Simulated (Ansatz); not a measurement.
Property card for Au

These are results of DFT PBEsol, scalar-relativistic, plane waves, PAW (Ansatz 0.2.0), not measurements.

Plane waves to 420 eV, a k mesh through Γ of 16×16×10 on the computed 2-atom cell and Gaussian smearing (0.10 eV); no spin polarisation.

The structure is relaxed at this level of theory with its symmetry kept. This form isn't the element's structure at ambient conditions.

```cif
data_structure
_symmetry_space_group_name_H-M 'P 1'
_symmetry_Int_Tables_number 1
_cell_length_a 2.8850
_cell_length_b 2.8850
_cell_length_c 4.8007
_cell_angle_alpha 90.000
_cell_angle_beta 90.000
_cell_angle_gamma 121.485
_cell_volume 34.08
loop_
_atom_site_label
_atom_site_type_symbol
_atom_site_fract_x
_atom_site_fract_y
_atom_site_fract_z
_atom_site_occupancy
Au1 Au 0.66386 0.33614 0.25000 1
Au2 Au 0.33614 0.66386 0.75000 1
```

| Item | Value |
| --- | --- |
| Space group | Cmcm (No. 63) |
| Volume per atom | 17.04 Å³ |
| Formation energy from the elements' standard states (uncorrected) | +0.010 eV/atom |
| Kohn–Sham band gap | none (metal) |
| Density of states at the Fermi level | 0.61 states/eV per cell |
| Löwdin character within 0.5 eV of the Fermi level | Au 6s 42 %, Au 5d 35 %, unprojected 24 % |
| Bulk modulus | 171 GPa |
| Its pressure derivative | 5.8 |
| Bader charges (e) | Au (2 in the cell) 0.00 |

Spin-orbit coupling is left out, which matters for the bands of heavy elements.